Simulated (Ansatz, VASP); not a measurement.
## Two plane-wave programs on Zr

```
CELL_PARAMETERS angstrom
4.97242 0.00000 0.00000
-2.48621 4.30624 0.00000
0.00000 0.00000 3.10758
ATOMIC_POSITIONS crystal
Zr 0.66667 0.33333 0.50000
Zr 0.33333 0.66667 0.50000
Zr 0.00000 0.00000 0.00000
```

Alike in both runs: functional PBE; dispersion D3(BJ); k mesh 12 × 12 × 14; occupations gaussian, width 0.1 eV; no spin polarisation.

Ansatz relaxed the structure, and its values are those at the end. VASP's run is a single point on that final structure, the one shown.

|  | VASP | Ansatz |
| --- | --- | --- |
| version | VASP 6.6.1 | Ansatz 0.2.0 |
| potentials or method | VASP PAW PBE potentials, release 64 (Zr_sv) | scalar-relativistic, plane waves, PAW |
| plane-wave cutoff (eV) | 520 | 420 |
| valence electrons in the cell | 36 | 36 |

```tsv
	VASP	Ansatz	Ansatz less VASP
gap on the k mesh at the Fermi level (eV)	none	none	-
pressure (GPa)	0.0	0.0	-0.04
```

A gap of «none» marks a metal or a gap that the smearing closes. With one functional, cell and mesh, what is left measures potentials, basis and numerics.

Caveats: pairwise dispersion overbinds metals, which lowers pressure and volume.
